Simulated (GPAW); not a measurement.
# FeSi2 (Linzhiite) in GPAW: convergence with plane-wave cutoff (eV)

Input of the first run (plane-wave cutoff (eV) 200); the others differ in this setting and in those tied to it:

The input run.py:

```python
from ase.dft.bandgap import bandgap
from ase.io import read, write
from ase.units import GPa
from gpaw import GPAW, PW

atoms = read('POSCAR')
atoms.set_initial_magnetic_moments([3.0, 0.0, 0.0])

calc = GPAW(mode=PW(200),
            xc='LDA',
            kpts={'size': (8, 8, 4), 'gamma': True},
            occupations={'name': 'fermi-dirac', 'width': 0.05},
            nbands=19,
            convergence={'density': 1e-05, 'energy': 1e-05},
            maxiter=100,
            txt='gpaw.txt')
atoms.calc = calc
energy = atoms.get_potential_energy()
forces = atoms.get_forces()
stress = atoms.get_stress()
calc.write('gs.gpw')
write('result.traj', atoms)
print(f'Energy: {energy:.6f} eV')
print('Forces (eV/A):')
print(forces.round(4))
print('Stress (GPa):', (stress / GPa).round(3))
print('Moments:', calc.get_magnetic_moments().round(3))
print('Fermi level:', round(calc.get_fermi_level(), 4), 'eV')
print(f'Gap: {bandgap(calc)[0]:.4f} eV, direct: {bandgap(calc, direct=True)[0]:.4f} eV')
```

Contents of POSCAR:

```
FeSi2
1.0
    2.6840000000      0.0000000000      0.0000000000
    0.0000000000      2.6840000000      0.0000000000
    0.0000000000      0.0000000000      5.1280000000
Fe Si
1 2
Direct
    0.0000000000      0.0000000000      0.0000000000
    0.5000000000      0.5000000000      0.7300000000
    0.5000000000      0.5000000000      0.2700000000
```

Potentials or basis: the program's PAW data sets (release 1.2.1) made for this functional, pw.

Command:

```console
$ OMP_NUM_THREADS=1 python run.py
```

Hardware: 1 thread of Arm Neoverse V1, on a shared host.

| plane-wave cutoff (eV) | energy less the tightest run, at zero smearing (meV/atom) | pressure (GPa) | largest force (eV/Å) | SCF cycles | CPU time (s) | peak memory (GiB) |
| --- | --- | --- | --- | --- | --- | --- |
| 200 | 599.87 | -49.09 | 0.154 | 17 | 21 | 0.13 |
| 250 | 117.95 | -7.62 | 0.186 | 16 | 21 | 0.13 |
| 300 | 94.53 | -4.97 | 0.175 | 16 | 27 | 0.14 |
| 350 | 75.91 | -6.15 | 0.165 | 16 | 29 | 0.15 |
| 400 | 46.87 | -6.37 | 0.169 | 16 | 36 | 0.15 |
| 500 | 15.38 | -4.92 | 0.171 | 16 | 42 | 0.17 |
| 600 | 11.24 | -4.63 | 0.168 | 16 | 52 | 0.18 |
| 800 | 2.71 | -4.74 | 0.167 | 16 | 93 | 0.22 |
| 1000 | 0.00 | -4.53 | 0.167 | 16 | 96 | 0.26 |

Against the tightest run, the largest force stays within 0.005 eV/Å from 350 on. Not settled before the last step: the energy (to 1 meV/atom), the pressure (to 0.1 GPa). The tightest run that finished is the yardstick and may itself not be fully converged.

Caveat, for the tightest run too: the starting moments collapsed, and a magnetic state may lie lower.
